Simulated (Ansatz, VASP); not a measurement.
# Cross-check of HfSi between VASP and Ansatz

One calculation is typed for both programs; each brings its own data sets. How far apart do they land? The cell is generated by rule, not measured, and may not be a known phase. The cell is taken from a series of runs on this material, whose earlier steps may have relaxed, scaled, displaced or heated it; both programs get it as it stands.

Method: plane waves, with VASP 6.6.1 beside it; relaxation of cell and atoms at PBE, in Ansatz 0.2.0.

The structure was built from a prototype and need not be the compound's stable phase.

## 1. Starting point

Symmetry: Fm-3m, No. 225, cubic system. Conventional cell: a = 5.356 Å, b = 5.356 Å, c = 5.356 Å, α = 90.00°, β = 90.00°, γ = 90.00°. Nearest to Hf lie 6 Si at 2.68 Å. Nearest to Si lie 6 Hf at 2.68 Å. Farther neighbours are not listed.

## 2. VASP: relaxation of cell and atoms, PBE

The relaxed volume is the usual yardstick between codes: in a stiff, nearly cubic crystal its relative difference is about their pressure difference at one cell divided by the bulk modulus.

Lines of VASP's logs that name or quote its potential files are left out, and so is its time.

The input, INCAR:

```
SYSTEM = HfSi
PREC = Accurate
ENCUT = 500
EDIFF = 1E-07
NELM = 120
ISMEAR = 1
SIGMA = 0.15
LREAL = .FALSE.
ALGO = Normal
GGA = PE
NBANDS = 13
LASPH = .TRUE.
LORBIT = 11
LWAVE = .FALSE.
LCHARG = .FALSE.
ISIF = 3
IBRION = 2
NSW = 80
EDIFFG = -0.005
GGA_COMPAT = .FALSE.
NELMIN = 4
```

The input, POSCAR:

```
HfSi
1.0
    0.0000000000      2.6781290000      2.6781290000
    2.6781290000      0.0000000000      2.6781290000
    2.6781290000      2.6781290000      0.0000000000
Hf Si
1 1
Direct
    0.0000000000      0.0000000000      0.0000000000
    0.5000000000      0.5000000000      0.5000000000
```

The input, KPOINTS:

```
Automatic mesh
0
Gamma
12 12 12
0 0 0
```

Potentials, in the order of the species: Hf_pv and Si (PBE family, release 64).

Run with:

```
> mpirun -np 1 vasp_std
```

Numbers of over 12 decimals in the logs are rounded to 6 here.

Log:

```text
[banner, memory and clock lines left out]
running    1 mpi-ranks, on    1 nodes
 distrk:  each k-point on    1 cores,    1 groups
 distr:  one band on    1 cores,    1 groups

 POSCAR found type information on POSCAR HfSi
 POSCAR found :  2 types and       2 ions
 LDA part: xc-table for (Slater+PW92), standard interpolation
 POSCAR, INCAR and KPOINTS ok, starting setup
 FFT: planning ... GRIDC
 FFT: planning ... GRID_SOFT
 FFT: planning ... GRID
 WAVECAR not read
 entering main loop
       N       E                     dE             d eps       ncg     rms          rms(c)
DAV:   1     0.235983586291E+02    0.23598E+02   -0.69620E+03  1872   0.936E+02
DAV:   2    -0.162953948216E+02   -0.39894E+02   -0.37705E+02  2398   0.186E+02
DAV:   3    -0.175237476355E+02   -0.12284E+01   -0.12216E+01  2412   0.231E+01
DAV:   4    -0.175333749045E+02   -0.96273E-02   -0.96180E-02  2112   0.268E+00
DAV:   5    -0.175334812256E+02   -0.10632E-03   -0.10632E-03  2383   0.264E-01    0.444E+01
DAV:   6    -0.165383034938E+02    0.99518E+00   -0.18618E+00  2142   0.766E+00    0.281E+01
DAV:   7    -0.165024277016E+02    0.35876E-01   -0.69879E-01  2232   0.528E+00    0.432E+00
DAV:   8    -0.164691929081E+02    0.33235E-01   -0.17885E-01  2052   0.244E+00    0.694E-01
DAV:   9    -0.164683146238E+02    0.87828E-03   -0.10006E-02  2072   0.698E-01    0.421E-01
DAV:  10    -0.164682664533E+02    0.48171E-04   -0.24487E-04  2292   0.119E-01    0.158E-01
DAV:  11    -0.164682719654E+02   -0.55121E-05   -0.60895E-05  2197   0.524E-02    0.876E-02
DAV:  12    -0.164682698011E+02    0.21643E-05   -0.22192E-06  2102   0.120E-02    0.166E-02
DAV:  13    -0.164682694645E+02    0.33664E-06   -0.40796E-07  2137   0.481E-03    0.512E-03
DAV:  14    -0.164682694292E+02    0.35282E-07   -0.73170E-09  1036   0.738E-04
   1 F= -.16468269E+02 E0= -.16468229E+02  d E =-.164683E+02
 curvature:   0.00 expect dE= 0.000E+00 dE for cont linesearch  0.000E+00
 trial: gam= 0.00000 g(F)=  0.939E-63 g(S)=  0.479E-04 ort = 0.000E+00 (trialstep = 0.100E+01)
 search vector abs. value=  0.479E-04
 bond charge predicted
       N       E                     dE             d eps       ncg     rms          rms(c)
DAV:   1    -0.164684270440E+02   -0.15758E-03   -0.36525E-03  1982   0.479E-01    0.122E-01
DAV:   2    -0.164683048886E+02    0.12216E-03   -0.19656E-04  1982   0.113E-01    0.562E-02
DAV:   3    -0.164682710210E+02    0.33868E-04   -0.77951E-05  2090   0.663E-02    0.481E-02
DAV:   4    -0.164682701836E+02    0.83743E-06   -0.18038E-06  2291   0.106E-02    0.370E-02
DAV:   5    -0.164682701558E+02    0.27731E-07   -0.19199E-06  2092   0.661E-03    0.738E-03
DAV:   6    -0.164682703631E+02   -0.20724E-06   -0.69574E-08  1371   0.177E-03    0.250E-03
DAV:   7    -0.164682704460E+02   -0.82893E-07   -0.92512E-09   991   0.671E-04
   2 F= -.16468270E+02 E0= -.16468228E+02  d E =-.101678E-05
 trial-energy change:   -0.000001  1 .order    0.000002   -0.000048    0.000051
 step:   0.5233(harm=  0.4840)  dis= 0.00000  next Energy=   -16.468282 (dE=-0.129E-04)
 bond charge predicted
       N       E                     dE             d eps       ncg     rms          rms(c)
DAV:   1    -0.164683195644E+02   -0.49201E-04   -0.82793E-04  1972   0.228E-01    0.585E-02
DAV:   2    -0.164682914353E+02    0.28129E-04   -0.44611E-05  1977   0.538E-02    0.269E-02
DAV:   3    -0.164682834693E+02    0.79659E-05   -0.17585E-05  2070   0.315E-02    0.230E-02
DAV:   4    -0.164682830542E+02    0.41515E-06   -0.41022E-07  2261   0.504E-03    0.176E-02
DAV:   5    -0.164682824731E+02    0.58110E-06   -0.42925E-07  2041   0.312E-03    0.354E-03
DAV:   6    -0.164682823712E+02    0.10184E-06   -0.15585E-08   966   0.842E-04    0.116E-03
DAV:   7    -0.164682823332E+02    0.38032E-07   -0.21505E-09   966   0.326E-04
   3 F= -.16468282E+02 E0= -.16468241E+02  d E =-.129040E-04
 curvature:  -0.24 expect dE=-0.630E-07 dE for cont linesearch -0.630E-07
 trial: gam= 0.00000 g(F)=  0.260E-66 g(S)=  0.262E-06 ort =-0.354E-05 (trialstep = 0.905E+00)
 search vector abs. value=  0.262E-06
 reached required accuracy - stopping structural energy minimisation
```

OUTCAR, selected parts (step 2):

```text
ion  position               nearest neighbor table
   1  0.000  0.000  0.000-   2 2.68   2 2.68   2 2.68   2 2.68   2 2.68   2 2.68
   2  0.500  0.500  0.500-   1 2.68   1 2.68   1 2.68   1 2.68   1 2.68   1 2.68

  LATTYP: Found a face centered cubic cell.
 ALAT       =     5.3562580000

 Subroutine GETGRP returns: Found 48 space group operations
 (whereof 48 operations were pure point group operations)

The static configuration has the point symmetry O_h .

 Found     72 irreducible k-points:

   k-points           NKPTS =     72   k-points in BZ     NKDIM =     72   number of bands    NBANDS=     13

   dimension x,y,z NGX =    28 NGY =   28 NGZ =   28
   dimension x,y,z NGXF=    56 NGYF=   56 NGZF=   56

   ENCUT  =  500.0 eV  36.75 Ry    6.06 a.u.   6.91  6.91  6.91*2*pi/ulx,y,z

   NELECT =      14.0000    total number of electrons

 k-points in reciprocal lattice and weights: Automatic mesh
   0.00000000  0.00000000  0.00000000       0.001
   0.08333333  0.00000000  0.00000000       0.005
   0.16666667  0.00000000  0.00000000       0.005
   0.25000000  0.00000000  0.00000000       0.005
   0.33333333  0.00000000  0.00000000       0.005
   0.41666667  0.00000000  0.00000000       0.005
   0.50000000  0.00000000  0.00000000       0.002
   0.08333333  0.08333333  0.00000000       0.003
   0.16666667  0.08333333  0.00000000       0.014
[...]
-0.33333333  0.50000000  0.16666667       0.007
  -0.25000000  0.50000000  0.25000000       0.003

 average (electrostatic) potential at core
       1 -36.4245       2 -82.3876

 E-fermi :   6.0664

 k-point     1 :       0.0000    0.0000    0.0000
  band No.  band energies     occupation
      1     -24.5988      2.00000
      2     -24.5988      2.00000
      3     -24.5988      2.00000
      4      -4.2164      2.00000
      5       6.2667     -0.06772
      6       6.2667     -0.06772
      7       6.2667     -0.06772
      8       6.9925     -0.00000
      9       6.9925     -0.00000
    ...

 k-point     2 :       0.0833    0.0000    0.0000
  band No.  band energies     occupation
      1     -24.6093      2.00000
      2     -24.6001      2.00000
      3     -24.6001      2.00000
      4      -4.0881      2.00000
      5       5.8599      2.06514
      6       6.1700      0.08696
      7       6.1700      0.08695
      8       6.6731     -0.00000
      9       6.6731     -0.00000
     10       8.4157     -0.00000
    ...

 k-point     3 :       0.1667    0.0000    0.0000
  band No.  band energies     occupation
    ...
      3     -24.6037      2.00000
      4      -3.7109      2.00000
      5       4.8792      2.00000
      6       5.5167      2.00000
      7       5.5167      2.00000
      8       6.8901     -0.00000
      9       6.8901     -0.00000
     10       8.3512     -0.00000
     11      10.3968      0.00000
     12      10.3968      0.00000
    ...

  Total        0.0019016      0.0019016      0.0019016      0.0000000      0.0000000      0.0000000
  in kB        0.0793817      0.0793817      0.0793817      0.0000000      0.0000000      0.0000000
  external PRESSURE =       0.0793817 kB  Pullay stress =       0.0000000 kB

  energy-cutoff  :      500.00
  volume of cell :       38.38
      direct lattice vectors                 reciprocal lattice vectors
    -0.000000000  2.677259158  2.677259158    -0.186758162  0.186758162  0.186758162
     2.677259158  0.000000000  2.677259158     0.186758162 -0.186758162  0.186758162
     2.677259158  2.677259158  0.000000000     0.186758162  0.186758162 -0.186758162

 POSITION                                       TOTAL-FORCE (eV/Angst)
 -----------------------------------------------------------------------------------
      0.00000      0.00000      0.00000         0.000000      0.000000     -0.000000
      2.67726      2.67726      2.67726         0.000000      0.000000      0.000000
 -----------------------------------------------------------------------------------
    total drift:                               -0.000000      0.000000      0.000000

  FREE ENERGIE OF THE ION-ELECTRON SYSTEM (eV)
  ---------------------------------------------------
  free  energy   TOTEN  =       -16.4682823332 eV

  energy  without entropy=      -16.4681574968  energy(sigma->0) =      -16.46824072

 reached required accuracy - stopping structural energy minimisation

 total charge
# of ion       s       p       d       tot
------------------------------------------
    1        0.288   6.395   1.634   8.318
    2        0.786   0.989   0.000   1.775
--------------------------------------------------
tot          1.074   7.384   1.634  10.093

[... 3 further parts left out ...]
```

CONTCAR:

```
HfSi
   1.00000000000000
    -0.0000000000000000    2.6772591576402545    2.6772591576402545
     2.6772591576402545    0.0000000000000000    2.6772591576402545
     2.6772591576402545    2.6772591576402545    0.0000000000000000
  Hf              Si
     1     1
Direct
     0.0000000000000000    0.0000000000000000    0.0000000000000000
     0.5000000000000000    0.5000000000000000    0.5000000000000000
```

The run keeps the 48 symmetry operations of its start, so it cannot find a distortion of lower symmetry.

## 3. Ansatz: relaxation of cell and atoms, PBE

Ansatz runs on its default PAW (the set named soft_2) files.

The same cell, functional, mesh and smearing now go to Ansatz, which takes its cutoff from its data sets.

The input, input.yaml:

```yaml
crystal:
  lattice:
    - [0.0, 2.6781291226, 2.6781291226]
    - [2.6781291226, 0.0, 2.6781291226]
    - [2.6781291226, 2.6781291226, 0.0]
  atoms:
    - { symbol: Hf, position: [0.0, 0.0, 0.0] }
    - { symbol: Si, position: [0.5, 0.5, 0.5] }
kpoints:
  mp_grid: { grid: [12, 12, 12] }
hamiltonian:
  xc: pbe
scf:
  occupations: { method: methfessel_paxton, width: 0.15 }
output:
  forces: true
  stress: true
  eigenvalues: true
relax:
  adjacent_minimum: "off"
  f_tol: 0.001
  max_steps: 60
  cell: { stress_tol: 0.01 }
```

Run with:

```
> ansatz run input.yaml --threads 4 --pin off --max-ram 7168MiB --backend cpu --events-out ev --progress --plain --runs-dir out
```

Log:

```text
Engine: ansatz 0.2.0, aarch64-unknown-linux-gnu
Pseudopotentials: kind: paw
Pseudopotential: Hf, paw, valence charge 26, recommended cutoff 420 eV (normal), Hf.paw.azcp
Pseudopotential: Si, paw, valence charge 4, recommended cutoff 420 eV (normal), Si.paw.azcp
Functional definition: PBE
  parameter kappa = 0.804
  parameter beta = 0.066725
  exchange = pbe_x(kappa = kappa, mu = beta*pi^2/3)
  correlation = pbe_c(beta = beta)
Crystal: 2 atoms, lattice volume = 38.417 Å³
Basis set: ecut = 420 eV, 749 PW (Γ), exchange–correlation on 54×54×54 points (8 copies of the dense FFT grid, shifted against one another)
Bands: 19, of which v1, the nominal top of the filled ones, is band 15 counted from 1 (14 counted from 0)
Symmetry: 48 space group operations
Space group: Fm-3m (ITA 225), of the structure as read, at distance tolerance 3.4e-5 Å
k-points: 72 of 1728
Non-local potential: Hf, projectors of the file, l = 0: 3, l = 1: 2, l = 2: 2, l = 3: 3
Non-local potential: Si, projectors of the file, l = 0: 2, l = 1: 2, l = 2: 2
PAW form: soft (Blöchl's): semilocal exchange-correlation on the pseudo side does not see the compensation charge
PAW one-centre angular grid: Hf, 590 points (default); XC on 64 Gauss nodes
PAW one-centre angular grid: Si, 110 points (default); XC on 64 Gauss nodes
Initial density: superposition of atomic densities (neutral atoms: chi_scale 0, normalization atom), corrected by the library's trained network
Initial wavefunctions: pseudopotential atomic-orbital guess
Functional: x = pbe(κ = 0.804, μ = 0.219515), c = pbe(β = 0.066725)
SCF iter   1: F=—  HF=-16358.293920 eV  |F-HF|=—  |Δ(HF+E_count)|=         —  Δρ=3.42e-3  dr2=6.34e-3  ethr=1.77e-3  ⟨swp⟩=4.8  Hψ=5703  notcnv=0
preconditioner: auto → none  [insulator: Δε(μ)=0.111 eV  Ē_g=16.601 eV  σ=0.150 eV  W_gap=0.51  n_scr=14 (ndim 8)  ℏωp=31.7 eV  f_vac=0.000  D(μ)=0.64/eV (n_scr^D=0)  ε∞_Penn≈4.6]
SCF iter   2: F=—  HF=-16358.292968 eV  |F-HF|=—  |Δ(HF+E_count)|=   9.52e-4  S|Δr|=    0.00e0  Δρ=1.50e-3  dr2=7.36e-4  ethr=2.11e-5  ⟨swp⟩=2.3  Hψ=2475  notcnv=0
SCF iter   3: F=—  HF=-16358.292787 eV  |F-HF|=—  |Δ(HF+E_count)|=   1.81e-4  S|Δr|=    0.00e0  Δρ=7.84e-4  dr2=8.65e-5  ethr=2.45e-6  ⟨swp⟩=2.0  Hψ=2265  notcnv=0
SCF iter   4: F=—  HF=-16358.292814 eV  |F-HF|=—  |Δ(HF+E_count)|=   2.70e-5  S|Δr|=    0.00e0  Δρ=3.10e-4  dr2=1.29e-5  ethr=2.88e-7  ⟨swp⟩=2.8  Hψ=2715  notcnv=0
SCF iter   5: F=—  HF=-16358.292820 eV  |F-HF|=—  |Δ(HF+E_count)|=   6.52e-6  S|Δr|=    0.00e0  Δρ=3.41e-5  dr2=1.69e-7  ethr=4.31e-8  ⟨swp⟩=3.0  Hψ=2376  notcnv=0
SCF iter   6: F=-16358.292821 eV  HF=-16358.292821 eV  |F-HF|=3.32e-8  |Δ(HF+E_count)|=   9.25e-8  S|Δr|=    0.00e0  Δρ=4.55e-6  dr2=4.06e-9  ethr=3.33e-10  ⟨swp⟩=5.8  Hψ=6457  notcnv=0
SCF 1 converged in 6 iterations: F = -16358.292821 eV  dr2 = 4.06e-9
  greatest PAW one-centre occupation: 0.998 electrons in one spin orbital (limit 2), on the Hf atom at site 0 (counted from 0), in its partial waves of l = 3
relax step   1: F+E_penalty+E_count = -16358.29282055 eV  Δ(F+E_penalty+E_count) = +0.000e0 eV  max|allowed force component| = 3.155e-30 eV/Å  Δτ_max = 0.0000 Å  P = -0.043 GPa  Ω = 38.417 Å³  (6 SCF iters, dr2 threshold 1.00e-7 eV, accepted)
[...]
relax step   2: F+E_penalty+E_count = -16358.29282668 eV  Δ(F+E_penalty+E_count) = -6.134e-6 eV  max|allowed force component| = 9.918e-30 eV/Å  Δτ_max = 0.0000 Å  P = +0.035 GPa  Ω = 38.392 Å³  energy of the carried Pulay correction = +5.447e-6 eV  (4 SCF iters, dr2 threshold 4.61e-9 eV, accepted)
[...]
relax step   3: F+E_penalty+E_count = -16358.29282548 eV  Δ(F+E_penalty+E_count) = +1.205e-6 eV  max|allowed force component| = 6.714e-30 eV/Å  Δτ_max = 0.0000 Å  P = +0.000 GPa  Ω = 38.403 Å³  energy of the carried Pulay correction = +3.020e-6 eV  (4 SCF iters, dr2 threshold 2.98e-9 eV, accepted)
[...]
relax step   4: F+E_penalty+E_count = -16358.29282548 eV  Δ(F+E_penalty+E_count) = -9.641e-11 eV  max|allowed force component| = 1.044e-30 eV/Å  Δτ_max = 0.0000 Å  P = -0.000 GPa  Ω = 38.403 Å³  stress off target by 1.01e-4 GPa  SCF on the basis re-selected at this cell (its energy is not comparable with the rows above)  (6 SCF iters)
basis re-selected at this cell: Δ(F+E_penalty+E_count) = -9.641e-11 eV, ΔP = -0.000 GPa vs the last step (what re-selecting the basis moved, of the pressure what is left beyond the Pulay correction that the steps carried, after the strain that the cell walked since its last selection, with what the two solves' SCF thresholds leave and, on support functions, any second-order correction that the steps lacked; it is no  [...]
SCF converged after 6 iterations
Stability not checked: this state was not tested for a lower state beside it, because cold or Methfessel-Paxton smearing, or corrected tetrahedra, fill the levels in a way that the test cannot read (fill_not_monotonic; see scf.lower_state_search)
Free energy (F): -16358.292825 eV
Harris-Foulkes:  -16358.292825 eV  (|F-HF|=7.28e-12)
Internal energy: -16358.292690 eV  (E = F + TS)
E sigma→0 (E₀):  -16358.292792 eV
Entropy (-TS):   -0.000136 eV (-0.068 meV/atom)
Fermi energy:    15.020493 eV
--- Per-component energies (eV) ---
  E_band       = -55.817871
  E_kinetic    = 463.049266
  E_local      = -6066.810315  (includes V_loc(G=0)·N_el)
  E_nonlocal   = -1217.899337
  E_hartree    = 2828.016961
  E_xc         = -355.313295
  E_vxc        = -313.157512  (∫ρ·V_xc dr)
  E_paw        = -7439.355427  (= ΣΔE_a)
  E_vpaw       = 1422.966110  (= ΣTr[D̂ρ^β])
  E_aug_tail   = 0.000005  (compensation charges beyond the density's cutoff)
  E_ewald      = -4569.980546
  E_smearing   = -0.000136  (= −TS)
  E_closure    = -0.000000  (closes the sum)
  Σ components = -16358.292825   (vs F -16358.292825, Δ=0.00e0)
--- Forces (eV/Å), atoms counted from 1 ---
  atom   1  Hf     0.00000000     0.00000000    -0.00000000
  atom   2  Si    -0.00000000    -0.00000000    -0.00000000
  max |Σ_I F_I| component: 2.12e-30 eV/Å
--- Stress (GPa, compression-positive) ---
       -0.000101      -0.000000      -0.000000
       -0.000000      -0.000101      -0.000000
       -0.000000      -0.000000      -0.000101
  P = ⅓ Tr σ = -0.0001 GPa (-0.001 kbar)
--- Band table (eV; the first three rows and the last of 72) ---
  k-point 0: bands = [... 11 lower, 4.7322, 15.2093, 15.2093, 15.2093, 15.9357, 15.9357, 17.4301, 17.4301]
  k-point 1: bands = [... 11 lower, 4.8611, 14.8064, 15.1159, 15.1159, 15.6193, 15.6193, 17.3841, 18.1141]
  k-point 2: bands = [... 11 lower, 5.2396, 13.8311, 14.4656, 14.4656, 15.8351, 15.8351, 17.3160, 19.3516]
  k-point 71: bands = [... 11 lower, 7.8240, 12.1817, 12.1817, 12.3867, 17.3898, 17.6988, 17.6988, 19.0323]
--- Relaxed structure (3 steps of the walk, 3 accepted, 1 SCFs on fresh bases) ---
  F+E_penalty+E_count = -16358.29282548 eV   max|allowed force component| = 1.044e-30 eV/Å   (the final SCF, on the basis selected at the relaxed cell)
  cell:  # Å, volume = 38.4030 Å³
    - [0, 2.677801, 2.677801]
    - [2.677801, 0, 2.677801]
    - [2.677801, 2.677801, 0]
  atoms:
    - { symbol: Hf, position: [0, 0, 0] }
    - { symbol: Si, position: [0.5, 0.5, 0.5] }
```

## 4. Comparison

Known differences besides the potentials themselves: the data sets hold 30 valence electrons in Ansatz (on its default PAW (the set named soft_2) files) and 14 in VASP; the cutoff is 420 eV in Ansatz and 500 eV in VASP; Ansatz adds a Pulay correction to the stress that steers its cell, VASP none. Total energies have different zeros and are not compared.

Compared:

| quantity | Ansatz | VASP | difference |
| --- | --- | --- | --- |
| volume (Å³) | 38.40 | 38.38 | +0.06 % |
| edge a after relaxation, in the typed setting (Å) | 3.787 | 3.786 | +0.02 % |

## 5. What came out

* difference in volume (relaxation of cell and atoms, PBE): 0.061 %

**Reading.** The difference in volume is 0.061 % (relaxation of cell and atoms, PBE), within the 1.2 % picked in this series as the mark of a large difference, as far as the stopping tolerances let one tell. The data sets hold unlike numbers of valence electrons (30 in Ansatz and 14 in VASP), so part of the differences comes from the potentials. 1 further run of this series is not shown here. How closely two codes agree says nothing of how well the functional describes the real material.

[Lines on the potential files, build, host, timing and source positions are cut from VASP's logs without a mark.]

[Logs are printed without paths, hosts, clocks, repeated set-up lines and the standing remarks that a program may print on its own settings, such as how far it seeks lower states.]

[Hosts, paths, dates, database ids (printed as entryN), source tags and the programs' standing remarks are cut or masked in the printed files.]
